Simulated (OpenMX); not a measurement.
Crystal: SnSe.

```xyz
8
Lattice="11.4200 0.0000 0.0000 0.0000 4.1900 0.0000 0.0000 0.0000 4.4600" Properties=species:S:1:pos:R:3 pbc="T T T"
Sn   10.0153    3.1425    4.0541
Sn    7.1147    1.0475    1.8241
Sn    4.3053    3.1425    2.6359
Sn    1.4047    1.0475    0.4059
Se    7.3431    3.1425    4.3886
Se    9.7869    1.0475    2.1586
Se    1.6331    3.1425    2.3014
Se    4.0769    1.0475    0.0714
```

Base run:

```yaml
Program: OpenMX 3.8.5
Functional: PBE
Potentials_or_basis: OpenMX 2013 PBE set, Sn7.0-s3p2d2, Se7.0-s3p2d2, grid cutoff 500 Ry
k_mesh: 3 × 7 × 7
Occupations: fermi-dirac, width 0.05 eV
Spin: no spin polarisation
```

Its results: band gap on the k mesh 0.76 eV, indirect (least direct gap 0.81 eV); pressure 3.3 GPa; largest force 0.470 eV/Å.

The run is repeated on the same cell with these changes: potentials or basis from OpenMX 2013 PBE set, Sn7.0-s3p2d2, Se7.0-s3p2d2, grid cutoff 500 Ry to OpenMX 2013 PBE set, Sn7.0-s3p2d2f1, Se7.0-s3p2d2f1, grid cutoff 500 Ry. What comes out?

Band gap on the k mesh 0.22 eV, indirect (least direct gap 0.79 eV); pressure 2.8 GPa; largest force 0.451 eV/Å.

Caveats: spin-orbit coupling is left out, which moves the levels of the heavy elements; the basis of atomic orbitals isn't converged, which shifts pressures, moduli and gaps; an odd mesh through Γ misses points on the zone boundary, where band edges often lie (some runs).

Not every run made on this cell is shown here.
